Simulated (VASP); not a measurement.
# BAs (F-43m) in VASP: notebook, part 3 of 4

VASP 6.6.1. Earlier steps stand in the parts before.

**4. G0W0 quasiparticle levels, PBE**

Contents of POSCAR:

```
BAs
1.0
    0.0000000000      2.3885000000      2.3885000000
    2.3885000000      0.0000000000      2.3885000000
    2.3885000000      2.3885000000      0.0000000000
As B
1 1
Direct
    0.7500000000      0.7500000000      0.7500000000
    0.0000000000      0.0000000000      0.0000000000
```

Contents of INCAR.step1:

```
  PREC = Accurate
  ENCUT = 450
  EDIFF = 1E-8
  ISMEAR = 0
  SIGMA = 0.01
  LREAL = F
  LASPH = T
  NELM = 80
  ALGO = Fast
  LWAVE = T
  LCHARG = F
  GGA = PE
```

Contents of INCAR.step2:

```
  PREC = Accurate
  ENCUT = 450
  EDIFF = 1E-8
  ISMEAR = 0
  SIGMA = 0.01
  LREAL = F
  LASPH = T
  NELM = 1
  ALGO = Exact
  LWAVE = T
  LCHARG = F
  GGA = PE
  NBANDS = 36
  LOPTICS = T
  ISTART = 1
```

Contents of INCAR.step3:

```
  PREC = Accurate
  ENCUT = 450
  EDIFF = 1E-8
  ISMEAR = 0
  SIGMA = 0.01
  LREAL = F
  LASPH = T
  ALGO = EVGW0
  LWAVE = F
  LCHARG = F
  GGA = PE
  NELMGW = 1
  NBANDS = 36
  ENCUTGW = 150
  NOMEGA = 24
  PRECFOCK = Fast
  ISTART = 1
  NBANDSGW = 12
```

Contents of KPOINTS:

```
regular mesh
0
Gamma
  3 3 3
```

Potentials or basis: VASP PAW PBE potentials, release 64 (As_GW, B_GW).

Launch:

```
$ cat potpaw_PBE.64/As_GW/POTCAR potpaw_PBE.64/B_GW/POTCAR > POTCAR
$ cp INCAR.step1 INCAR
$ mpirun -np 1 vasp_std > vasp.out
$ cp INCAR.step2 INCAR
$ mpirun -np 1 vasp_std > vasp.out
$ cp INCAR.step3 INCAR
$ mpirun -np 1 vasp_std > vasp.out
```

OUTCAR:

```text
PREC = Accurate
   ENCUT = 450
   EDIFF = 1E-8
   ISMEAR = 0
   LREAL = F
   LASPH = T
   GGA = PE
   NELMGW = 1
   ENCUTGW = 150
   PRECFOCK = Fast
   ISTART = 1

 Found      4 irreducible k-points:

 Following reciprocal coordinates:
            Coordinates               Weight
  0.000000  0.000000  0.000000      1.000000
  0.333333  0.000000  0.000000      8.000000
  0.333333  0.333333  0.000000      6.000000
 -0.333333  0.333333  0.000000     12.000000
   k-points           NKPTS =      4   k-points in BZ     NKDIM =     27   number of bands    NBANDS=     36
   number of dos      NEDOS =    301   number of ions     NIONS =      2
   total plane-waves  NPLWV =  13824
   dimension x,y,z NGX =    24 NGY =   24 NGZ =   24
   dimension x,y,z NGXF=    48 NGYF=   48 NGZF=   48
   ions per type =               1   1
   NGX,Y,Z   is equivalent  to a cutoff of  11.81, 11.81, 11.81 a.u.
   NGXF,Y,Z  is equivalent  to a cutoff of  23.62, 23.62, 23.62 a.u.
 SYSTEM =  unknown system
   PREC   = accura    normal or accurate (medium, high low for compatibility)
   ISTART =      1    job   : 0-new  1-cont  2-samecut
   ICHARG =      0    charge: 1-file 2-atom 10-const
   ISPIN  =      1    spin polarized calculation?
   LNONCOLLINEAR =      F non collinear calculations
   LSORBIT =      F    spin-orbit coupling
   LASPH  =      T    aspherical Exc in radial PAW
   ENCUT  =  450.0 eV  33.07 Ry    5.75 a.u.   5.84  5.84  5.84*2*pi/ulx,y,z
   NELM   =     60;   NELMIN=  2; NELMDL=  0     # of ELM steps
   EDIFF  = 0.1E-07   stopping-criterion for ELM
   LREAL  =      F    real-space projection
   EDIFFG = 0.1E-06   stopping-criterion for IOM
   NSW    =      0    number of steps for IOM
   IBRION =     -1    ionic relax: 0-MD 1-quasi-New 2-CG
   NFREE  =      0    steps in history (QN), initial steepest desc. (CG)
   ISIF   =      0    stress and relaxation
   ISYM   =      3    0-nonsym 1-usesym 2-fastsym
   POTIM  = 0.5000    time-step for ionic-motion
   TEBEG  =    0.0;   TEEND  =   0.0 temperature during run
   PSTRESS=    0.0 pullay stress
   NELECT =       8.0000    total number of electrons
   NUPDOWN=      -1.0000    fix difference up-down
   EMIN   =  10.00;   EMAX   =-10.00  energy-range for DOS
   EFERMI =   0.00;   METHOD = LEGACY
   ISMEAR =     0;   SIGMA  =   0.01  broadening in eV -4-tet -1-fermi 0-gaus
   EFERMI_NEDOS =   21; number of points for ismear=-14 and -15
   IALGO  =     38    algorithm
   IMIX   =      4    mixing-type and parameters
     AMIX     =   0.40;   BMIX     =  1.00
     AMIX_MAG =   1.60;   BMIX_MAG =  1.00
  volume/ion in A,a.u.               =      13.63        91.95
  Fermi-wavevector in a.u.,A,eV,Ry     =   1.088018  2.056057 16.106360  1.183784
  Thomas-Fermi vector in A             =   2.224191
   LORBIT       =      0    0 simple, 1 ext, 2 COOP (PROOUT), +10 PAW based schemes
   GGA     = PE    functional components
   LHFCALC =     T    Hartree Fock is set to
   PRECFOCK=fast      Normal, Fast or Accurate (Low or Medium for compatibility)
   ENCUT4O =  -1.0   cutoff for four orbital integrals eV
   NKREDX  =     1    reduce k-point grid by
   NKREDY  =     1    reduce k-point grid by
   NKREDZ  =     1    reduce k-point grid by
   AEXX    =    1.0000 exact exchange contribution
   HFSCREEN=    0.0000 screening length (either q_TF or 0.3 A-1)
   HFSCREENC=   0.0000 screening length for correlation (either q_TF or 0.3 A-1)
   ENCUTFOCK=  -1.0 apply spherical cutoff to Coloumb kernel
   IVDW    =     0    specifies the selected vdW correction
   LEPSILON=     F    determine dielectric tensor
   LRPA    =     F    only Hartree local field effects (RPA)
   LRPAFORCE           =     F    calculate RPA forces
   ENCUTGW             = 150.0    cutoff for response function in eV
   ENCUTGWSOFT         = 120.0    soft cutoff for Coulomb kernel in GW response function in eV
   ENCUTLF             =  -1.0    cutoff for local field effects
   NELMGW              =     1    number of iterations in solving QP/BSE equation
   NELMHF              =     1    number of iterations in the inner HF iteration
   NKREDLFX            =     1    NKREDLFY  =   1   NKREDLFZ  =   1
 non-spin polarized calculation
 Gauss-broadening in eV      SIGMA  =   0.01
  energy-cutoff  :      450.00
  volume of cell :       27.25
 maximum number of plane-waves:       609
  NGX = 14; NGY = 14; NGZ = 14
   NGX = 11   NGY = 11   NGZ = 11
 maximum number of plane-waves:       117

 QP shifts <psi_nk| G(iteration)W_0 |psi_nk>: iteration 1
 for sc-GW calculations column KS-energies equals QP-energies in previous step
 and V_xc(KS)=  KS-energies - (<T + V_ion + V_H > + <T+V_H+V_ion>^1  + <V_x>^1)

 k-point   1 :       0.0000    0.0000    0.0000
  band No.  KS-energies  QP-energies   sigma(KS)   V_xc(KS)     V^pw_x(r,r')   Z            occupation Imag(sigma)

      1      -9.1660      -9.8970     -12.6031     -11.6436     -19.5361       0.7619       2.0000       1.3273
      2       6.2712       5.8131     -13.1656     -12.6127     -14.7586       0.8287       2.0000       0.0543
      3       6.2712       5.8131     -13.1656     -12.6127     -14.7586       0.8287       2.0000       0.0543
      4       6.2712       5.8131     -13.1656     -12.6127     -14.7586       0.8287       2.0000       0.0543
      5       9.5022       9.9372     -10.8351     -11.3720      -6.3473       0.8103       0.0000      -0.1630
      6       9.5022       9.9372     -10.8351     -11.3720      -6.3473       0.8103       0.0000      -0.1630
      7       9.5022       9.9372     -10.8351     -11.3720      -6.3473       0.8103       0.0000      -0.1630
      8      10.9398      11.6655     -11.6938     -12.6009      -6.1731       0.7999       0.0000      -0.3143
      9      15.8266      15.9552      -8.6547      -8.8101      -2.9261       0.8275       0.0000      -0.4804
     10      19.1544      19.5036      -9.9814     -10.4036      -4.3233       0.8270       0.0000      -0.4540
     11      19.1544      19.5036      -9.9814     -10.4036      -4.3233       0.8270       0.0000      -0.4540
     12      20.5662      20.7614      -8.7281      -8.9570      -2.4337       0.8530       0.0000      -0.8642

 k-point   2 :       0.3333    0.0000    0.0000
  band No.  KS-energies  QP-energies   sigma(KS)   V_xc(KS)     V^pw_x(r,r')   Z            occupation Imag(sigma)

      1      -7.4438      -8.1293     -12.7758     -11.8436     -19.0407       0.7355       2.0000       1.0612
      2      -0.4983      -1.1954     -12.5194     -11.6070     -15.9378       0.7640       2.0000       0.3820
      3       4.7430       4.2172     -12.9852     -12.3430     -14.8961       0.8187       2.0000       0.0773
      4       4.7430       4.2172     -12.9852     -12.3430     -14.8961       0.8187       2.0000       0.0773
      5       9.1089       9.5377     -11.0575     -11.5888      -6.3177       0.8073       0.0000      -0.1919
      6      11.0558      11.4559     -10.6613     -11.1535      -5.7665       0.8130       0.0000      -0.2074
      7      11.0558      11.4559     -10.6613     -11.1535      -5.7665       0.8130       0.0000      -0.2074
      8      14.9422      15.3694     -10.1915     -10.7376      -4.0880       0.7823       0.0000      -0.4007
      9      17.7374      18.0253      -9.1972      -9.5446      -3.2345       0.8286       0.0000      -0.5074
     10      18.2375      18.5688      -9.7148     -10.1138      -3.9604       0.8305       0.0000      -0.5221
     11      18.2375      18.5688      -9.7148     -10.1138      -3.9604       0.8305       0.0000      -0.5221
     12      22.4274      22.9610      -9.9286     -10.6212      -3.1758       0.7704       0.0000      -0.7876
[... 202 lines left out ...]
      1      -7.7187      -7.7252     -12.7897       5.0623     -18.8100       0.7490       2.0000       1.0095
      2      -0.4877      -0.4908     -13.0725      12.5808     -16.3876       0.7721       2.0000       0.3545
      3       2.0450       2.0427     -12.6402      14.6822     -15.0922       0.8028       2.0000       0.1673
      4       2.0450       2.0427     -12.6402      14.6822     -15.0922       0.8028       2.0000       0.1673
      5       7.6985       7.6986     -10.1613      17.8599      -5.8545       0.8187       0.0000      -0.1457
      6       9.5370       9.5372      -9.7232      19.2605      -4.9282       0.8153       0.0000      -0.1773
      7      16.1840      16.1856     -11.2970      27.4830      -5.2820       0.7979       0.0000      -0.4409
      8      16.1840      16.1856     -11.2970      27.4830      -5.2820       0.7979       0.0000      -0.4409
      9      18.4652      18.4669     -10.9573      29.4246      -4.4117       0.7885       0.0000      -0.5545
     10      22.3205      22.3219      -9.9443      32.2666      -3.8834       0.8157       0.0000      -0.5789
     11      22.6965      22.6982      -9.9050      32.6036      -3.3072       0.7887       0.0000      -0.7577
     12      25.9800      25.9810      -9.2725      35.2538      -2.5477       0.8134       0.0000      -1.0664

 k-point   4 :      -0.3333    0.3333    0.0000
  band No. old QP-enery  QP-energies   sigma(KS)   T+V_ion+V_H  V^pw_x(r,r')   Z            occupation Imag(sigma)

      1      -6.1344      -6.1402     -13.0509       6.9089     -18.4720       0.7587       2.0000       0.8079
      2      -2.5412      -2.5459     -12.9049      10.3576     -17.1029       0.7753       2.0000       0.4913
      3      -0.7058      -0.7084     -11.8666      11.1574     -14.8096       0.7775       2.0000       0.3301
      4       2.4630       2.4605     -12.7488      15.2088     -15.0695       0.8099       2.0000       0.1466
      5       8.9374       8.9375     -10.0412      18.9787      -5.4294       0.8158       0.0000      -0.1634
      6      14.2142      14.2151     -10.9832      25.1986      -5.1125       0.7808       0.0000      -0.3486
      7      15.0835      15.0849     -10.9845      26.0698      -5.1334       0.8004       0.0000      -0.3915
      8      16.2226      16.2241     -11.0822      27.3066      -4.9689       0.7883       0.0000      -0.3966
      9      16.0400      16.0410     -10.0536      26.0948      -4.5681       0.8257       0.0000      -0.3447
     10      18.6589      18.6599      -9.6786      28.3387      -4.0989       0.8399       0.0000      -0.4787
     11      23.8620      23.8641     -10.5639      34.4286      -3.3076       0.7682       0.0000      -0.9370
     12      25.0615      25.0629      -8.9688      34.0320      -2.4061       0.8093       0.0000      -0.8311
```

It took 16 s on 1 thread of Intel Xeon 6975P-C (Granite Rapids), shared host; peak memory 0.17 GiB.

These settings aren't checked as converged: the numbers below hold their error.

What came out:

| Property | Result |
| --- | --- |
| Band gap on the k mesh, mean-field level | 1.24 eV, indirect (least direct gap 3.23 eV) |
| Quasiparticle gap | 1.86 eV |

Caveat: the k mesh is coarse (spacing up to 0.76 Å⁻¹), so the values aren't converged; bands, screening cutoff and mesh are small and nothing is extrapolated, so the quasiparticle values aren't converged; the log holds further tables after the one-shot step; the gap given is that of the first; an odd mesh through Γ misses points on the zone boundary, where band edges often lie.

**5. Band structure, PBEsol, spin-orbit coupling, no magnetisation**

Contents of INCAR:

```
SYSTEM = BAs
ALGO = Normal ; EDIFF = 1E-6
ENCUT = 520 ; GGA = PS
GGA_COMPAT = .FALSE. ; ISIF = 2
ISMEAR = -1 ; LASPH = .TRUE.
LCHARG = .FALSE. ; LORBIT = 11
LREAL = .FALSE. ; LSORBIT = .TRUE.
LWAVE = .FALSE. ; MAGMOM = 0 0 0 0 0 0
NELM = 80 ; PREC = Accurate
SIGMA = 0.05
```

Contents of KPOINTS:

```
k-points
0
G
  7 7 7
  0 0 0
```

POSCAR is that of step 4.

Contents of KPOINTS_OPT:

```
path GXWKGLUWLK,UX
10
line-mode
reciprocal
 0.0000000000  0.0000000000  0.0000000000  G
 0.5000000000  0.0000000000  0.5000000000  X

 0.5000000000  0.0000000000  0.5000000000  X
 0.5000000000  0.2500000000  0.7500000000  W

 0.5000000000  0.2500000000  0.7500000000  W
 0.3750000000  0.3750000000  0.7500000000  K

 0.3750000000  0.3750000000  0.7500000000  K
 0.0000000000  0.0000000000  0.0000000000  G

 0.0000000000  0.0000000000  0.0000000000  G
 0.5000000000  0.5000000000  0.5000000000  L

 0.5000000000  0.5000000000  0.5000000000  L
 0.6250000000  0.2500000000  0.6250000000  U

 0.6250000000  0.2500000000  0.6250000000  U
 0.5000000000  0.2500000000  0.7500000000  W

 0.5000000000  0.2500000000  0.7500000000  W
 0.5000000000  0.5000000000  0.5000000000  L

 0.5000000000  0.5000000000  0.5000000000  L
 0.3750000000  0.3750000000  0.7500000000  K

 0.6250000000  0.2500000000  0.6250000000  U
 0.5000000000  0.0000000000  0.5000000000  X
```

Potentials or basis: VASP PAW PBE potentials, release 64 (As, B).

Launch:

```
$ cat potpaw_PBE.64/As/POTCAR potpaw_PBE.64/B/POTCAR > POTCAR
$ mpirun -np 1 vasp_ncl > vasp.out
```

It took 2.5 min on 1 thread of Intel Xeon Platinum 8375C at 2.90GHz (Ice Lake), shared host; peak memory 0.24 GiB.

The run converged. Its results:

| Item | Value |
| --- | --- |
| Free energy | -12.2077 eV |
| Pressure | 0.1 GPa |
| Valence electrons inside the program's atomic spheres | As 2.93; B 1.82 |

Caveat: the PAW data sets were made with another functional, which shifts forces and pressure a little.

[end of part 3 of 4]
